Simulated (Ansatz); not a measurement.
# HfSiO4: the cost of one run

All numbers below are computed with Ansatz 0.2.0 (DFT PBE, scalar-relativistic, plane waves, PAW).

5 further runs of the same task are left out: 5 set aside as unsound or not needed.

## 1. The system as given

The cell holds 36 atoms (BHf5O24Si6): a = 6.645 Å, b = 6.645 Å, c = 10.173 Å, α = 109.06°, β = 109.06°, γ = 90.00°.

The coordinates of this cell stand in the input of its own run.

The host was relaxed before at PBE: a = 6.645 Å, b = 6.645 Å, c = 6.015 Å, α = 90.00°, β = 90.00°, γ = 90.00° (conventional cell), 11.066 Å³/atom.

Places, in fractions of the supercell: B in place of Hf at (0.667, 0.667, 0.333). The start keeps the symmetry of the ideal site.

## 2. Band edges of the host over the zone

input.yaml reads:

```yaml
crystal:
  lattice:
    - [-3.3224525161, 3.3224525161, 3.007474054]
    - [3.3224525161, -3.3224525161, 3.007474054]
    - [3.3224525161, 3.3224525161, -3.007474054]
  atoms:
    - { symbol: Hf, position: [0.0, 0.0, 0.0] }
    - { symbol: Hf, position: [0.75, 0.25, 0.5] }
    - { symbol: Si, position: [0.25, 0.75, 0.5] }
    - { symbol: Si, position: [0.5, 0.5, 0.0] }
    - { symbol: O, position: [0.1347298444, 0.3189389224, 0.815790922] }
    - { symbol: O, position: [0.0689389224, 0.7531480004, 0.684209078] }
    - { symbol: O, position: [0.0689389224, 0.3847298444, 0.315790922] }
    - { symbol: O, position: [0.5031480004, 0.3189389224, 0.184209078] }
    - { symbol: O, position: [0.6810610776, 0.4968519996, 0.815790922] }
    - { symbol: O, position: [0.6152701556, 0.9310610776, 0.684209078] }
    - { symbol: O, position: [0.2468519996, 0.9310610776, 0.315790922] }
    - { symbol: O, position: [0.6810610776, 0.8652701556, 0.184209078] }
basis:
  ecutwfc: 420
  xc_grid: 2
kpoints:
  mp_grid: { grid: [6, 6, 6] }
  band_path: { path: [VBM, CBM], npoints: 2 }
hamiltonian:
  xc: pbe
scf:
  occupations: { method: gaussian, width: 0.02 }
output:
  forces: true
  stress: true
  eigenvalues: true
```

Run with:

```bash
$ ansatz run input.yaml --threads 8 --pin off --max-ram 16384MiB --backend cpu --events-out ev --progress --plain --runs-dir out
```

What time and memory should one allow on 8 threads of Arm Neoverse V1, shared host?

About 10 s, with a peak of 0.8 GiB.
